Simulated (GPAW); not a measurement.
Sn:

```
Sn
1.0
    -2.94014    2.94014    1.59930
     2.94014   -2.94014    1.59930
     2.94014    2.94014   -1.59930
Sn
2
Direct
  0.00000 0.00000 0.00000
  0.75000 0.25000 0.50000
```

```yaml
Program: GPAW 26.7.0
Task: single point
Functional: PBE
Potentials_or_basis: GPAW PAW data sets (gpaw-data 1.2.1)
Cutoff: 600 eV
Basis: pw
k_mesh: 9 × 9 × 9
Occupations: fermi-dirac, width 0.05 eV
Spin: no spin polarisation
```

On this cell: pressure 1.1 GPa; largest force under 0.003 eV/Å; band gap on the k mesh none (metal or under the smearing width).

The same run follows on a disturbed copy (atoms moved at random, drawn with an rms of 0.05 Å):

```
Sn
1.0
    -2.94014    2.94014    1.59930
     2.94014   -2.94014    1.59930
     2.94014    2.94014   -1.59930
Sn
2
Direct
  0.00707 0.99527 0.98770
  0.74919 0.24451 0.49911
```

Task: What does the disturbed cell give?

Result: The energy (extrapolated to zero smearing) moves by +2.7 meV/atom; pressure 1.2 GPa; largest force 0.189 eV/Å; band gap on the k mesh none (metal or under the smearing width).

Forces on the atoms (eV/Å):
```
Sn   0.183  0.047 -0.006
Sn  -0.183 -0.047  0.006
```

Stress tensor (GPa, compression positive):
```
 1.20 -0.02  0.31
-0.02  1.51 -0.07
 0.31 -0.07  0.83
```
